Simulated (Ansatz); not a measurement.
# SnS2: the cost of one run

Computed with Ansatz 0.2.0 (DFT PBE+D3(BJ), scalar-relativistic, plane waves, PAW, unless a step's input says otherwise).

## 1. The structure to begin with

Symmetry: P-3m1, No. 164, trigonal system. The conventional cell has a = 3.598 Å, b = 3.598 Å, c = 5.494 Å, α = 90.00°, β = 90.00°, γ = 120.00°. Around Sn (site symmetry -3m) lie 6 S at 2.53 Å. S (site symmetry 3m) has 3 Sn at 2.53 Å as nearest neighbours.

As a file:

```
CELL_PARAMETERS angstrom
3.59830 0.00000 0.00000
-1.79915 3.11622 0.00000
0.00000 0.00000 5.49400
ATOMIC_POSITIONS crystal
Sn 0.00000 0.00000 0.00000
S 0.66667 0.33333 0.26390
S 0.33333 0.66667 0.73610
```

The cell is taken as given, not relaxed at this level.

## 2. The undisturbed cell

input.yaml reads:

```yaml
crystal:
  lattice:
    - [3.5983003419, 0.0, 0.0]
    - [-1.7991501709, 3.1162195065, 0.0]
    - [0.0, 0.0, 5.494]
  atoms:
    - { symbol: Sn, position: [0.0, 0.0, 0.0] }
    - { symbol: S, position: [0.6666666667, 0.3333333333, 0.2639] }
    - { symbol: S, position: [0.3333333333, 0.6666666667, 0.7361] }
basis:
  ecutwfc: 420
kpoints:
  mp_grid: { grid: [12, 12, 6] }
hamiltonian:
  xc: pbe
  dispersion: d3bj
scf:
  occupations: { method: gaussian, width: 0.05 }
output:
  forces: true
  stress: true
  eigenvalues: true
  write_density: true
  write_potential: true
  elf: true
  volumetric_format: npy
```

Run with:

```console
ansatz run input.yaml --threads 2 --pin off --max-ram 5120MiB --backend cpu --events-out ev --progress --plain --runs-dir out
```

Q: Estimate wall time and peak memory on 2 threads of Intel Xeon 6975P-C (Granite Rapids), shared host.

About 1.9 s, with a peak of 0.42 GiB.
